Grey tin is a soft semimetal with the diamond structure. Films of it are grown on closely matched substrates such as InSb for spintronic and topological devices, where a strain of roughly 0.1 % can already change the character of the electronic bands. The problem is to choose a level of theory for its lattice constant, and to decide what the result may be used for.

Kohn-Sham DFT for grey tin (Fd-3m, 2 atoms per cell), without spin polarization or spin-orbit coupling and with Fermi-Dirac smearing of 0.05 eV. Each cubic lattice constant comes from an energy curve fitted to 5 (FLEUR) or 7 (other programs) volumes from 31.77 to 35.83 Å³ per atom. The measured value is 6.489 Å (bulk crystal, arXiv:1909.12270).

```
                                    program     functional             how the value is got               potentials or basis  wave cutoff (eV)  k-mesh  computed lattice constant (Å)  computed over measured, less one (%)
                       Quantum ESPRESSO 7.5            LDA  from the rest volume of the fit  PseudoDojo 0.4.1 SR LDA standard             979.6   7x7x7                          6.473                                 -0.24
FLEUR MaX-R8.1 (later development tree) (1)            MJW  from the rest volume of the fit                      all electron               n/a   7x7x7                          6.477                                 -0.19
                          ABINIT 10.8.3 (1)        LDA-VWN  from the rest volume of the fit               JTH PAW LDA v2.0 sp             408.2   7x7x7                          6.479                                 -0.15
                          ABINIT 10.8.3 (2)          SOGGA  from the rest volume of the fit               JTH PAW PBE v2.0 sp             408.2   7x7x7                          6.525                                  0.55
                          ABINIT 10.8.3 (3)         PBEsol  from the rest volume of the fit                  JTH PAW PBE v2.0             272.1   7x7x7                          6.528                                  0.59
FLEUR MaX-R8.1 (later development tree) (2)             WC  from the rest volume of the fit                      all electron               n/a   7x7x7                          6.539                                  0.77
FLEUR MaX-R8.1 (later development tree) (3)         PBEsol  from the rest volume of the fit                      all electron               n/a   7x7x7                          6.541                                  0.80
                          ABINIT 10.8.3 (4)             WC  from the rest volume of the fit                  JTH PAW PBE v2.0             408.2   7x7x7                          6.547                                  0.89
                          ABINIT 10.8.3 (5)  revPBE+D3(BJ)  from the rest volume of the fit                  JTH PAW PBE v2.0             408.2   7x7x7                          6.559                                  1.07
                          ABINIT 10.8.3 (6)         r2SCAN  from the rest volume of the fit                  JTH PAW PBE v2.0             707.5   6x6x6                          6.571                                  1.27
```

**(a) How much of the spread in the table belongs to the functional, and how much to the program and its settings?**

Solution. Compare first what should agree. The three LDA rows (LDA, MJW and LDA-VWN are forms of the same approximation) come from three programs and lie within 0.006 Å of each other. WC differs by 0.008 Å between FLEUR and ABINIT. These differences contain the effects of potentials and basis as well, so they measure the practical scatter and do not rank the programs.

Now change only the functional. Within FLEUR, at the same basis settings and mesh, going from LDA (MJW) to PBEsol lengthens the lattice constant by 0.064 Å, about 1 %. That is eight times the scatter found for WC. The choice of functional therefore decides the answer, provided that the energy curve is sound.

One row fails that condition. The PBEsol run in ABINIT gives a believable 6.528 Å, but its energies jump from volume to volume, and the fitted bulk modulus is 4.2 times that of PBEsol in FLEUR. Its length is an accident of the fit, and the FLEUR row is the one to use for PBEsol.

**(b) Why does the crystal grow when LDA is replaced by PBEsol, and can the size of the step be understood?**

Solution. LDA gives each point in the crystal the exchange and correlation energy of a uniform electron gas with the local density. In tin the electrons are far from uniform: they crowd around the atomic cores and in the bonds, and thin out in the wide gaps of the diamond structure. Functionals with a gradient correction add an energy gain where the density changes quickly compared with its own size. Stretching the crystal makes the density more uneven in this sense, so the gain increases with volume. This is the standard explanation; the table contains no densities with which to test it or to tell which region counts most.

An energy gain that increases with volume acts on the crystal as an outward pressure. How far the lattice gives way depends on its stiffness. Let E₁ and E₂ be the energies per atom from the two functionals, V the volume per atom, p the extra pressure, B the bulk modulus and a the lattice constant. If the push is nearly the same at every volume, then

E₂(V) ≈ E₁(V) − pV + constant

The minimum moves until the elastic resistance of the crystal balances p. For a small shift this gives ΔV/V = p/B, and since a length changes by a third as much as a volume,

Δa = a p / (3B)

For LDA (MJW) and PBEsol in FLEUR, the calculated energies show PBEsol gaining 0.033 eV per atom on LDA while the volume grows from 31.77 to 35.83 Å³ per atom. One eV/Å³ is 160.2 GPa, and the LDA curve has a bulk modulus of 44.6 GPa. Hence

p = 0.033 / (35.83 − 31.77) × 160.2 GPa ≈ 1.3 GPa

Δa = 6.477 Å × 1.3 / (3 × 44.6) ≈ 0.063 Å

The table gives 0.064 Å. The energies that supply p and B also supply the two lattice constants, so this is no independent test. It does show that a nearly steady push on a soft crystal gives a step of the right size. The match to 0.001 Å is partly luck. The rule leaves out that the crystal softens as it stretches, which lengthens the step, and that the push seems to weaken a little on the way, which shortens it. For the same push, a stiffer crystal would move less.

The analysis printed below applies this rule, with no adjustable constant, to four pairs of rows. It also works for LDA to SOGGA and for WC to revPBE+D3(BJ). In the latter pair the push is the sum of a stronger gradient correction and an inward pull from the dispersion term, which the table does not separate.

For WC to r2SCAN the rule fails: it gives 0.035 Å where the table has 0.024 Å. The push of r2SCAN weakens as the crystal expands, so its average over the whole curve is too large near the minimum. Taken only between 34.48 and 35.83 Å³ per atom, a range that holds both minima, the push is 0.50 GPa and the rule gives 0.027 Å, much closer to the table. This run also has a coarser mesh, a warning about very low densities and a band gap on the mesh that closes after the smallest volume. Its potential was generated with PBE, as were those of the other gradient-corrected runs in ABINIT, and this mismatch may matter more for r2SCAN, which is of a different kind. How much each of these alters the push, and with it the length, is not known.

**(c) Which level should be chosen, at what cost, and is it good enough for a strained film?**

Solution. For the bare lattice constant, LDA is closest, on average 0.2 % below the measured value. The sound WC and PBEsol rows lie on average 0.8 % above it. SOGGA looks better than these, but its run keeps the 4d electrons in the core and carries a warning of overlapping PAW spheres, which leaves some doubt about its shorter length. The LDA run in ABINIT shares both traits and still agrees with FLEUR within 0.002 Å, so they may matter little, but there is no SOGGA run without them to confirm it. The measured crystal is also swollen by heat and zero-point motion, which the calculations leave out, by very roughly 0.1 %. Allowing for that would bring LDA closer still and move the others further away. All rows also lack spin-orbit coupling, whose effect on the length was not calculated.

For a film, even the LDA error against the measured length is larger than a strain of 0.1 %. Putting a PBEsol film on a substrate with the measured length of grey tin would squeeze it in the plane by about 0.8 %, a strain that comes from the functional and not from the substrate. To squeeze the bulk crystal by as much in all directions would take a pressure of 1 GPa. The safer way is to take the strain from measured lengths and apply it, as a percentage, to the lattice constant that the chosen functional itself prefers. The error of the functional then no longer poses as strain.

The cutoff deserves more care than the choice between PBEsol and WC, which the table does not separate. At the measured length, PBEsol in FLEUR lies only 2.6 meV per atom above its minimum, because the energy curve is so flat. The energies of the faulty ABINIT run scatter by 3.4 meV about their fit, enough to hide such a difference. Its cutoff of 272 eV is too low for a potential that treats the 4d electrons as valence: the run reports a pressure below −50 GPa at every volume, even near the minimum of its fit, where the pressure should be close to zero. With the same potential set, WC at 408 eV gives a smooth curve.

The number of plane waves grows as the cutoff to the power 1.5, so that repair needs 1.8 times as many, and the work rises at least in proportion. The r2SCAN run uses 2.3 times as many again and ends 1.3 % too long. Whether it needs so high a cutoff was not tested, but for this lattice constant the table shows no return on the expense. With a PBE potential and the warning named above, that is a verdict on this run and not on r2SCAN in general. For the length, LDA with a smooth energy curve is the economical choice here. LDA usually makes crystals too short, so an error as small as in grey tin should not be expected of other materials. Nor is the good length evidence that the bands are right: those of the film need spin-orbit coupling, and LDA is known to put the s-like level of grey tin too low against the p-like ones.

Printed output of the fit:

```
mean error of the three LDA rows in %: -0.1933
mean error of the sound WC and PBEsol rows in %: 0.82
spread of the three LDA rows in Å: 0.006
WC in ABINIT less WC in FLEUR in Å: 0.008
step from LDA (MJW) to PBEsol within FLEUR in Å: 0.064
the same step in % of the length: 0.9881
outward push of PBEsol against LDA in FLEUR in GPa: 1.303
step expected from that push in Å: 0.06305
outward push of SOGGA against LDA in ABINIT with 4d in the core in GPa: 0.9777
step expected from that push in Å: 0.04708
step in the table from LDA to SOGGA in Å: 0.046
outward push of revPBE+D3(BJ) against WC in ABINIT in GPa: 0.2295
step expected from that push in Å: 0.01214
step in the table from WC to revPBE+D3(BJ) in Å: 0.012
mean outward push of r2SCAN against WC in ABINIT in GPa: 0.6584
step expected from that push in Å: 0.03482
step in the table from WC to r2SCAN in Å: 0.024
pressure that would squeeze FLEUR PBEsol to the measured length in GPa: 0.9874
tension that would stretch FLEUR LDA (MJW) to the measured length in GPa: 0.2544
energy of FLEUR PBEsol at the measured length above its minimum in meV per atom: 2.587
scatter of the jagged ABINIT PBEsol energies about their fit in meV per atom: 3.37
bulk modulus of the jagged PBEsol fit over that of FLEUR PBEsol: 4.216
plane waves at the WC cutoff over those at the jagged PBEsol cutoff in ABINIT: 1.837
plane waves at the r2SCAN cutoff over those at the WC cutoff in ABINIT: 2.282
```
